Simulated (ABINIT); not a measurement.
HfN, 2 atoms in the cell. Symmetry: F-43m, No. 216, cubic system. Conventional cell: a = 4.910 Å, b = 4.910 Å, c = 4.910 Å, α = 90.00°, β = 90.00°, γ = 90.00°. Around Hf (site symmetry -43m) lie 4 N at 2.13 Å. N (site symmetry -43m) is surrounded by 4 Hf at 2.13 Å. The cell comes from a database or a generator and needn't be the stable form of this composition.

* Program: ABINIT 10.8.3 (patched build)
* Task: single point
* Functional: PBEsol
* Potentials or basis: PseudoDojo NC FR PBEsol v0.4 standard
* Cutoff: 1143 eV
* k mesh: 7 × 7 × 7
* Occupations: fermi-dirac, width 0.05 eV
* Spin: spin-orbit coupling, no magnetisation

Potentials or basis: PseudoDojo NC FR PBEsol v0.4 standard.

Run with:

```console
$ abinit run.abi > log 2>&1
```

Hardware: 1 thread of Intel(R) Xeon(R) Platinum 8488C (Sapphire Rapids), on a shared host.

Question: How long does it take, and how much memory?

Answer: It took 2.3 min on 1 thread of Intel(R) Xeon(R) Platinum 8488C (Sapphire Rapids), with other jobs on the host, peak memory 0.1 GiB. Counts: scf iterations 11, mpi ranks 1, k points 20, bands 26, plane waves 2637.
